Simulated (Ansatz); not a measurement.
SiC (Moissanite 6H):

```
Si C
1.0
     3.09500    0.00000    0.00000
    -1.54750    2.68035    0.00000
     0.00000    0.00000   15.17000
Si C
6 6
Direct
  0.66667 0.33333 0.45830
  0.33333 0.66667 0.95830
  0.66667 0.33333 0.79170
  0.33333 0.66667 0.29170
  0.00000 0.00000 0.62500
  0.00000 0.00000 0.12500
  0.66667 0.33333 0.33330
  0.33333 0.66667 0.83330
  0.66667 0.33333 0.66670
  0.33333 0.66667 0.16670
  0.00000 0.00000 0.50000
  0.00000 0.00000 0.00000
```

```yaml
Program: Ansatz 0.2.0
Task: relaxation of cell and atoms
Functional: revPBE
Dispersion: D3(BJ)
Potentials_or_basis: Ansatz PAW
Cutoff: "420 eV (not typed: the program's choice for these potentials)"
k_mesh: 10 × 10 × 2
Occupations: fermi-dirac, width 0.05 eV
Spin: no spin polarisation
```

At the start: volume 10.49 Å³/atom.

Problem. Where does the relaxation end?

Solution. It ends after 8 steps and the volume is 10.17 Å³/atom (-3.0 %); space group P6_3mc (No. 186, to 0.05 Å).

Step by step:
```
step  energy change (eV)  largest force (eV/Å)  volume (Å³)
   1              0.0000                0.1410       125.85
   2             -0.0661                0.0713       123.78
   3             -0.0855                0.0153       121.99
   4             -0.0855                0.0067       122.08
   5             -0.0855                0.0001       122.08
   6             -0.0805                0.0002       122.08
   7             -0.0806                0.0001       122.04
   8             -0.0805                0.0001       122.04
```

Final structure:
```
CELL_PARAMETERS angstrom
3.06238 0.00000 0.00000
-1.53119 2.65210 0.00000
0.00000 0.00000 15.02607
ATOMIC_POSITIONS crystal
Si 0.66667 0.33333 0.45831
Si 0.33333 0.66667 0.95831
Si 0.66667 0.33333 0.79182
Si 0.33333 0.66667 0.29182
Si 0.00000 0.00000 0.62502
Si 0.00000 0.00000 0.12502
C 0.66667 0.33333 0.33332
C 0.33333 0.66667 0.83332
C 0.66667 0.33333 0.66683
C 0.33333 0.66667 0.16683
C 0.00000 0.00000 0.49970
C 0.00000 0.00000 0.99970
```

Caveat: the plane-wave basis is chosen anew once the cell has moved, so the energies of steps on either side of that aren't comparable; the PAW data sets come from PBE, with cores solved anew for the run's functional, which leaves a small shift of forces and pressure.
